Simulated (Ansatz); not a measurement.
Relaxing TaN

Level of theory: DFT r2SCAN, scalar-relativistic, plane waves, PAW in Ansatz 0.2.0. Run with 500 eV cutoff, 16×16×12 k-mesh, Gaussian smearing of 0.10 eV, no spin polarisation.

What was changed: biaxial strain in the a-b plane, c and atoms relaxed: -4.5 %.

Spin–orbit coupling is left out, which can shift energies with elements as heavy as these.

Command:

```bash
ansatz run input.yaml --threads 1 --pin off --max-ram 2560MiB --backend cpu --events-out ev --progress --plain --runs-dir out
```

Input:

```yaml
crystal:
  lattice:
    - [2.0993443313, 2.0993443313, 0.0]
    - [-2.0993443313, 2.0993443313, 0.0]
    - [0.0, 0.0, 4.5152390121]
  atoms:
    - { symbol: Ta, position: [0.5, 0.5, 0.0] }
    - { symbol: Ta, position: [0.0, 0.0, 0.5] }
    - { symbol: "N", position: [0.0, 0.0, 0.0] }
    - { symbol: "N", position: [0.5, 0.5, 0.5] }
basis:
  ecutwfc: 500
kpoints:
  mp_grid: { grid: [16, 16, 12] }
hamiltonian:
  xc: r2scan
scf:
  occupations: { method: gaussian, width: 0.1 }
output:
  forces: true
  stress: true
  eigenvalues: true
relax:
  adjacent_minimum: "off"
  f_tol: 0.008
  max_steps: 40
  cell: { stress_tol: 0.015, fix: [a, b, gamma] }
```

F is the free energy. Steps run on the plane waves of an earlier cell, but the last one, and at times one on the way, on a freshly chosen basis, so a repeated geometry can differ a little in energy. The held parts of the cell keep their stress, so P needn't end at zero.

Steps:

```tsv
step	F − F(1) (eV)	largest force component (eV/Å)	V (Å³/atom)	P (GPa)
1	0.0000	0.000	9.950	31.64
2	-0.0002	0.000	9.937	32.07
3	-0.0002	0.000	9.933	32.23
4	-0.0002	0.000	9.933	32.23
```

Relaxed structure:

```xyz
4
Lattice="2.0993 2.0993 0.0000 -2.0993 2.0993 0.0000 0.0000 0.0000 4.5074" Properties=species:S:1:pos:R:3 pbc="T T T"
Ta    0.0000    2.0993    0.0000
Ta    0.0000    0.0000    2.2537
N     0.0000    0.0000    0.0000
N     0.0000    2.0993    2.2537
```

The structure is tetragonal, space group I4/mmm (No. 139). The conventional cell has a = 2.969 Å, b = 2.969 Å, c = 4.507 Å, α = 90.00°, β = 90.00°, γ = 90.00°. Ta (site symmetry 4/mmm) is surrounded by 6 N at 2.10 to 2.25 Å. N (site symmetry 4/mmm) has 6 Ta at 2.10 to 2.25 Å as nearest neighbours.

The run converged. The run took 4.1 min on 1 thread of Intel(R) Xeon(R) Processor @ 2.50GHz (Skylake/Cascade Lake), with other jobs on the host, peak memory 0.67 GiB.